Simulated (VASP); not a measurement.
# AlN (Cmc2_1) in VASP: a series of runs

Aim: see how the results for AlN move with the level of theory and the settings. Levels: LDA, PBE. Tasks: band structure.

Program: VASP 6.6.1. These are calculated values, not measurements. Logs are shortened: lines on timing, memory, paths and dates and some standing lists are left out, and cuts for length are marked.

### Step 1. The structure

The structure is orthorhombic, space group Cmc2_1 (No. 36). The conventional cell has a = 3.102 Å, b = 4.758 Å, c = 5.026 Å, α = 90.00°, β = 90.00°, γ = 90.00°. Around Al (site symmetry m) lie 4 N at 1.81 to 1.85 Å. N (site symmetry m) has 4 Al at 1.81 to 1.85 Å as nearest neighbours.

Measurements of this composition are mostly on another form, of space group No. 186.

### Step 2. Band structure, LDA

Input file POSCAR:

```
AlN                                     
1.0
    3.1022835425      0.0000000000      0.0000000000
    0.0000000000      5.0256993388      0.0000000000
    0.0000000000      0.0000000000      4.7575067779
  Al              N             
     4     4
Direct
     0.0000000000000000    0.9952484792139776    0.3297508596391055
     0.5000000000000000    0.9952484792139776    0.8297508596391058
     0.5000000000000000    0.4952484792139778    0.1702491403608945
     0.0000000000000000    0.4952484792139778    0.6702491403608942
     0.0000000000000000    0.6267515207860221    0.3152853490579802
     0.5000000000000000    0.6267515207860221    0.8152853490579803
     0.5000000000000000    0.1267515207860223    0.1847146509420198
     0.0000000000000000    0.1267515207860223    0.6847146509420197
```

Input file INCAR.step1:

```
  PREC = Accurate
  ENCUT = 220
  EDIFF = 1E-6
  ISMEAR = 0
  SIGMA = 0.02
  LREAL = F
  LASPH = T
  NELM = 60
  ALGO = Normal
  ISIF = 2
  LWAVE = F
  LCHARG = T
  KPAR = 2
```

Input file KPOINTS.step1:

```
Automatic mesh
0
Gamma
  3 2 2
```

Input file INCAR.step2:

```
  PREC = Accurate
  ENCUT = 220
  EDIFF = 1E-6
  ISMEAR = 0
  SIGMA = 0.05
  LREAL = F
  LASPH = T
  NELM = 60
  ALGO = Normal
  ISIF = 2
  LWAVE = F
  LCHARG = F
  ICHARG = 11
  KPAR = 2
```

Input file KPOINTS.step2:

```
path GXSYGZURTZ,YT,UX,SR
10
line-mode
reciprocal
 0.0000000000  0.0000000000  0.0000000000  G
 0.5000000000  0.0000000000  0.0000000000  X

 0.5000000000  0.0000000000  0.0000000000  X
 0.5000000000  0.5000000000  0.0000000000  S

 0.5000000000  0.5000000000  0.0000000000  S
 0.0000000000  0.5000000000  0.0000000000  Y

 0.0000000000  0.5000000000  0.0000000000  Y
 0.0000000000  0.0000000000  0.0000000000  G

 0.0000000000  0.0000000000  0.0000000000  G
 0.0000000000  0.0000000000  0.5000000000  Z

 0.0000000000  0.0000000000  0.5000000000  Z
 0.5000000000  0.0000000000  0.5000000000  U

 0.5000000000  0.0000000000  0.5000000000  U
 0.5000000000  0.5000000000  0.5000000000  R

 0.5000000000  0.5000000000  0.5000000000  R
 0.0000000000  0.5000000000  0.5000000000  T

 0.0000000000  0.5000000000  0.5000000000  T
 0.0000000000  0.0000000000  0.5000000000  Z

 0.0000000000  0.5000000000  0.0000000000  Y
 0.0000000000  0.5000000000  0.5000000000  T

 0.5000000000  0.0000000000  0.5000000000  U
 0.5000000000  0.0000000000  0.0000000000  X

 0.5000000000  0.5000000000  0.0000000000  S
 0.5000000000  0.5000000000  0.5000000000  R
```

Potentials or basis: VASP PAW LDA potentials, release 64 (Al, N).

Run with:

```bash
$ cat potpaw_LDA.64/Al/POTCAR potpaw_LDA.64/N/POTCAR > POTCAR
$ cp INCAR.step1 INCAR
$ cp KPOINTS.step1 KPOINTS
$ mpirun -np 2 vasp_std > vasp.out
$ cp INCAR.step2 INCAR
$ cp KPOINTS.step2 KPOINTS
$ mpirun -np 2 vasp_std > vasp.out
```

OUTCAR:

```text
PREC = Accurate
   ENCUT = 220
   EDIFF = 1E-6
   ISMEAR = 0
   LREAL = F
   LASPH = T
   NELM = 60
   ISIF = 2
   ICHARG = 11

 ion  position               nearest neighbor table
   1  0.000  0.995  0.330-   8 1.81   7 1.82   7 1.82   5 1.85   2 2.84   2 2.84   2 2.84   2 2.84
                             4 2.99   4 2.99   3 3.05   3 3.05   3 3.05   3 3.05
   2  0.500  0.995  0.830-   7 1.81   8 1.82   8 1.82   6 1.85   1 2.84   1 2.84   1 2.84   1 2.84
                             3 2.99   3 2.99   4 3.05   4 3.05   4 3.05   4 3.05
   3  0.500  0.495  0.170-   6 1.81   5 1.82   5 1.82   7 1.85   4 2.84   4 2.84   4 2.84   4 2.84
                             2 2.99   2 2.99   1 3.05   1 3.05   1 3.05   1 3.05
   4  0.000  0.495  0.670-   5 1.81   6 1.82   6 1.82   8 1.85   3 2.84   3 2.84   3 2.84   3 2.84
                             1 2.99   1 2.99   2 3.05   2 3.05   2 3.05   2 3.05
   5  0.000  0.627  0.315-   4 1.81   3 1.82   3 1.82   1 1.85
   6  0.500  0.627  0.815-   3 1.81   4 1.82   4 1.82   2 1.85
   7  0.500  0.127  0.185-   2 1.81   1 1.82   1 1.82   3 1.85
   8  0.000  0.127  0.685-   1 1.81   2 1.82   2 1.82   4 1.85

  LATTYP: Found a simple orthorhombic cell.
 ALAT       =     3.1022835425
 B/A-ratio  =     1.5335499521
 C/A-ratio  =     1.6200000000

  Lattice vectors:

 A1 = (  -3.1022835425,   0.0000000000,   0.0000000000)
 A2 = (   0.0000000000,   0.0000000000,   4.7575067779)
 A3 = (   0.0000000000,   5.0256993388,   0.0000000000)

Analysis of symmetry for initial positions (statically):
=====================================================================
 Subroutine PRICEL returns following result:

  LATTYP: Found a base centered orthorhombic cell.
 ALAT       =     3.1022835425
 B/A-ratio  =     1.5335499521
 C/A-ratio  =     1.6200000000

  Lattice vectors:

 A1 = (   1.5511417712,   0.0000000000,   2.3787533890)
 A2 = (   1.5511417712,   0.0000000000,  -2.3787533889)
 A3 = (   0.0000000000,   5.0256993388,   0.0000000000)

   2 primitive cells build up your supercell.

 Routine SETGRP: Setting up the symmetry group for a
 simple orthorhombic supercell.

 Subroutine GETGRP returns: Found  4 space group operations
 (whereof  2 operations were pure point group operations)
 out of a pool of  8 trial point group operations.

The static configuration has the point symmetry C_1h.
 The point group associated with its full space group is C_2v.

Analysis of symmetry for dynamics (positions and initial velocities):
=====================================================================
 Subroutine PRICEL returns following result:

  LATTYP: Found a base centered orthorhombic cell.
 ALAT       =     3.1022835425
 B/A-ratio  =     1.5335499521
 C/A-ratio  =     1.6200000000

  Lattice vectors:

 A1 = (   1.5511417712,   0.0000000000,   2.3787533890)
 A2 = (   1.5511417712,   0.0000000000,  -2.3787533889)
 A3 = (   0.0000000000,   5.0256993388,   0.0000000000)

   2 primitive cells build up your supercell.

 Routine SETGRP: Setting up the symmetry group for a
 simple orthorhombic supercell.

 Subroutine GETGRP returns: Found  4 space group operations
 (whereof  2 operations were pure point group operations)
 out of a pool of  8 trial point group operations.

The dynamic configuration has the point symmetry C_1h.
 The point group associated with its full space group is C_2v.

 Subroutine INISYM returns: Found  4 space group operations
 (whereof  2 operations are pure point group operations),
 and found     2 'primitive' translations

----------------------------------------------------------------------------------------

                                     Primitive cell

  volume of cell :      37.0875

  direct lattice vectors                    reciprocal lattice vectors
     1.551141771  0.000000000  2.378753389     0.322343199  0.000000000  0.210194130
     1.551141771  0.000000000 -2.378753389     0.322343199  0.000000000 -0.210194130
     0.000000000  5.025699339  0.000000000     0.000000000  0.198977283  0.000000000

  length of vectors
     2.839807824  2.839807824  5.025699339     0.384820361  0.384820361  0.198977283

  position of ions in fractional coordinates (direct lattice)
     0.329750860  0.670249140  0.995248479
     0.670249140  0.329750860  0.495248479
     0.315285349  0.684714651  0.626751521
     0.684714651  0.315285349  0.126751521

  ion indices of the primitive-cell ions
   primitive index   ion index
                 1           1
                 2           4
                 3           5
                 4           8

----------------------------------------------------------------------------------------

 KPOINTS: path GXSYGZURTZ,YT,UX,SR

Interpolating k-points between supplied coordinates.

 Line segments in fractional coordinates (reciprocal lattice):
    0.000000  0.000000  0.000000  ...  0.500000  0.000000  0.000000
    0.500000  0.000000  0.000000  ...  0.500000  0.500000  0.000000
    0.500000  0.500000  0.000000  ...  0.000000  0.500000  0.000000
    0.000000  0.500000  0.000000  ...  0.000000  0.000000  0.000000
    0.000000  0.000000  0.000000  ...  0.000000  0.000000  0.500000
    0.000000  0.000000  0.500000  ...  0.500000  0.000000  0.500000
    0.500000  0.000000  0.500000  ...  0.500000  0.500000  0.500000
    0.500000  0.500000  0.500000  ...  0.000000  0.500000  0.500000
    0.000000  0.500000  0.500000  ...  0.000000  0.000000  0.500000
    0.000000  0.500000  0.000000  ...  0.000000  0.500000  0.500000
    0.500000  0.000000  0.500000  ...  0.500000  0.000000  0.000000
    0.500000  0.500000  0.000000  ...  0.500000  0.500000  0.500000

 Generated    10 points on each line segment, for a total of    120 k-points:

 Following reciprocal coordinates:
            Coordinates               Weight
  0.000000  0.000000  0.000000      0.008333
  0.055556  0.000000  0.000000      0.008333
  0.111111  0.000000  0.000000      0.008333
  0.166667  0.000000  0.000000      0.008333
  0.222222  0.000000  0.000000      0.008333
  0.277778  0.000000  0.000000      0.008333
[... 16 lines left out ...]
  0.388889  0.500000  0.000000      0.008333
  0.333333  0.500000  0.000000      0.008333
 [... further k-points ...]
   k-points           NKPTS =    120   k-points in BZ     NKDIM =    120   number of bands    NBANDS=     21
   number of dos      NEDOS =    301   number of ions     NIONS =      8
   total plane-waves  NPLWV =   9216
   dimension x,y,z NGX =    16 NGY =   24 NGZ =   24
   dimension x,y,z NGXF=    32 NGYF=   48 NGZF=   48
   ions per type =               4   4
   NGX,Y,Z   is equivalent  to a cutoff of   8.57,  7.94,  8.39 a.u.
   NGXF,Y,Z  is equivalent  to a cutoff of  17.15, 15.88, 16.77 a.u.
 SYSTEM =  unknown system
   PREC   = accura    normal or accurate (medium, high low for compatibility)
   ISTART =      0    job   : 0-new  1-cont  2-samecut
   ICHARG =     11    charge: 1-file 2-atom 10-const
   ISPIN  =      1    spin polarized calculation?
   LNONCOLLINEAR =      F non collinear calculations
   LSORBIT =      F    spin-orbit coupling
   LASPH  =      T    aspherical Exc in radial PAW
   ENCUT  =  220.0 eV  16.17 Ry    4.02 a.u.   3.75  6.08  5.75*2*pi/ulx,y,z
   NELM   =     60;   NELMIN=  2; NELMDL=  0     # of ELM steps
   EDIFF  = 0.1E-05   stopping-criterion for ELM
   LREAL  =      F    real-space projection
   EDIFFG = 0.1E-04   stopping-criterion for IOM
   NSW    =      0    number of steps for IOM
   IBRION =     -1    ionic relax: 0-MD 1-quasi-New 2-CG
   NFREE  =      0    steps in history (QN), initial steepest desc. (CG)
   ISIF   =      2    stress and relaxation
   ISYM   =      2    0-nonsym 1-usesym 2-fastsym
   POTIM  = 0.5000    time-step for ionic-motion
   TEBEG  =    0.0;   TEEND  =   0.0 temperature during run
   PSTRESS=    0.0 pullay stress
   NELECT =      32.0000    total number of electrons
   NUPDOWN=      -1.0000    fix difference up-down
   EMIN   =  10.00;   EMAX   =-10.00  energy-range for DOS
   EFERMI =   0.00;   METHOD = LEGACY
   ISMEAR =     0;   SIGMA  =   0.05  broadening in eV -4-tet -1-fermi 0-gaus
   EFERMI_NEDOS =   21; number of points for ismear=-14 and -15
   IALGO  =     38    algorithm
   IMIX   =      4    mixing-type and parameters
     AMIX     =   0.40;   BMIX     =  1.00
     AMIX_MAG =   1.60;   BMIX_MAG =  1.00
  volume/ion in A,a.u.               =       9.27        62.57
  Fermi-wavevector in a.u.,A,eV,Ry     =   1.237008  2.337605 20.819468  1.530188
  Thomas-Fermi vector in A             =   2.371593
   LORBIT       =      0    0 simple, 1 ext, 2 COOP (PROOUT), +10 PAW based schemes
   GGA     = CA    functional components
   LHFCALC =     F    Hartree Fock is set to
   AEXX    =    0.0000 exact exchange contribution
   IVDW    =     0    specifies the selected vdW correction
   LEPSILON=     F    determine dielectric tensor
   LRPA    =     F    only Hartree local field effects (RPA)
 non-spin polarized calculation
 Gauss-broadening in eV      SIGMA  =   0.05
  energy-cutoff  :      220.00
  volume of cell :       74.17
 maximum number of plane-waves:       570
 NGX is ok and might be reduce to    16

 number of electron      31.9999987 magnetization

 Free energy of the ion-electron system (eV)
  ---------------------------------------------------
  ext. energy  EPLUGINS =         0.00000000
  ---------------------------------------------------
  free energy    TOTEN  =       -63.45590955 eV

  energy without entropy =      -63.45590955  energy(sigma->0) =      -63.45590955

 E-fermi :   8.1454     XC(G=0): -11.8086

 val. band max:        7.8486062535   @ k =   0.0000   0.0000   0.0000
 cond. band min:      11.6319370967   @ k =   0.0000   0.2222   0.0000
 fundamental gap:      3.7833308431
 Fermi energy:         8.1453885705

 k-point     1 :       0.0000    0.0000    0.0000
  band No.  band energies     occupation
      1      -8.9962      2.00000
      2      -6.8444      2.00000
      3      -6.2930      2.00000
      4      -5.5607      2.00000
      5       0.3710      2.00000
      6       1.3540      2.00000
[... 13 lines left out ...]
     20      14.8631      0.00000
     21      15.1448      0.00000

 k-point     2 :       0.0556    0.0000    0.0000
  band No.  band energies     occupation
      1      -8.9681      2.00000
      2      -6.8248      2.00000
      3      -6.2792      2.00000
      4      -5.5658      2.00000
      5       0.4080      2.00000
      6       1.3836      2.00000
[... 13 lines left out ...]
     20      15.0241      0.00000
     21      15.2280      0.00000
[... 487 lines left out ...]
      5       2.0259      2.00000
      6       2.0259      2.00000
[... 13 lines left out ...]
     20      14.3021      0.00000
     21      15.5019      0.00000

 k-point    24 :       0.3333    0.5000    0.0000
  band No.  band energies     occupation
      1      -7.2106      2.00000
      2      -7.2106      2.00000
      3      -5.9470      2.00000
      4      -5.9470      2.00000
      5       2.1713      2.00000
      6       2.1713      2.00000
[... 13 lines left out ...]
     20      14.4808      0.00000
     21      15.1370      0.00000

 [... further k-points ...]

------------------------ aborting loop because EDIFF is reached ----------------------------------------

  FORCE on cell =-STRESS in cart. coord.  units (eV):
  Direction    XX          YY          ZZ          XY          YZ          ZX
  --------------------------------------------------------------------------------------
  -------------------------------------------------------------------------------------
  Total      -20.5946199    -31.2038112    -13.5981380      0.0000000      0.0000000      0.0000000
  in kB     -444.8431989   -674.0014269   -293.7193897      0.0000000      0.0000000      0.0000000
  external PRESSURE =    -470.8546718 kB  Pullay stress =       0.0000000 kB

 VOLUME and BASIS-vectors are now :
 -----------------------------------------------------------------------------
  energy-cutoff  :      220.00
  volume of cell :       74.17
      direct lattice vectors                 reciprocal lattice vectors
     3.102283542  0.000000000  0.000000000     0.322343199  0.000000000  0.000000000
     0.000000000  5.025699339  0.000000000     0.000000000  0.198977283  0.000000000
     0.000000000  0.000000000  4.757506778     0.000000000  0.000000000  0.210194130

 POSITION                                       TOTAL-FORCE (eV/Angst)
 -----------------------------------------------------------------------------------
      0.00000      5.00182      1.56879        -0.000000      0.057555     -0.107750
      1.55114      5.00182      3.94755        -0.000000      0.057555     -0.107750
      1.55114      2.48897      0.80996        -0.000000      0.057555      0.107750
      0.00000      2.48897      3.18871        -0.000000      0.057555      0.107750
      0.00000      3.14986      1.49997         0.000000     -0.057555     -0.108620
      1.55114      3.14986      3.87873        -0.000000     -0.057555     -0.108620
      1.55114      0.63702      0.87878        -0.000000     -0.057555      0.108620
      0.00000      0.63702      3.25753        -0.000000     -0.057555      0.108620
 -----------------------------------------------------------------------------------
    total drift:                                0.000000     -0.001016     -0.000003

  FREE ENERGIE OF THE ION-ELECTRON SYSTEM (eV)
  ---------------------------------------------------
  free  energy   TOTEN  =       -63.4559095461 eV

  energy  without entropy=      -63.4559095461  energy(sigma->0) =      -63.45590955
```

Wall time 10 s (2 MPI ranks of Intel Xeon Platinum 8259CL at 2.50GHz (Skylake/Cascade Lake), shared host); peak memory 0.13 GiB.

The run converged, but a check on its numbers failed (symmetry, net force, bounds or a known fault of this set-up), so they aren't taken as properties of the crystal.

Caveat: the k mesh is coarse (spacing up to 0.68 Å⁻¹), so the values aren't converged; the cutoff lies under the usual one of these potentials, so the numbers hold a large basis-set error; the log is that of the step along the path at fixed density, whose energy, stress, charges and moments have no meaning; the cell as given lies far from equilibrium; the mesh misses the band edges, which the band path finds closer together.

(Part 1 of 3 ends here.)
